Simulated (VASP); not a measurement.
Runs of VASP 6.6.1 on RbBr. It takes space group Fm-3m (No. 225, cubic). Conventional cell: a = 6.922 Å, b = 6.922 Å, c = 6.922 Å, α = 90.00°, β = 90.00°, γ = 90.00°. Rb (site symmetry m-3m) is surrounded by 6 Br at 3.46 Å. Br (site symmetry m-3m) is surrounded by 6 Rb at 3.46 Å. The cell was built by a generator and needn't be a form met in nature.

```tsv
level	smearing	exchange at q = 0	grid for exact exchange (PRECFOCK)	share of exact exchange	screening parameter	gap on the mesh (eV)	pressure (GPa)
PBE	methfessel-paxton 0.5 eV	-	-	-	-	4.30	0.5
PBE-based screened hybrid	gaussian 0.01 eV	truncated	Normal	0.75	0.1	8.92	-0.3
PBE	gaussian 0.01 eV	-	-	-	-	4.29	(b)
HSE06	gaussian 0.01 eV	truncated	Normal	-	0.2079 1/A	(c)	(a)
```

Alike in all rows: task single point; potentials or basis VASP PAW PBE potentials, release 64 (Rb_sv, Br); no spin polarisation; cell as given; k mesh 4 × 4 × 4; cutoff (eV) 520.

Problem. Estimate the missing entries.

Solution. (a) 0.3; (b) 0.6; (c) 5.44.

Caveats: the PAW data sets were made with another functional, which shifts forces and pressure a little (some runs).

A k mesh can miss the band edges, and the runs leave out spin-orbit coupling on Br, Rb.
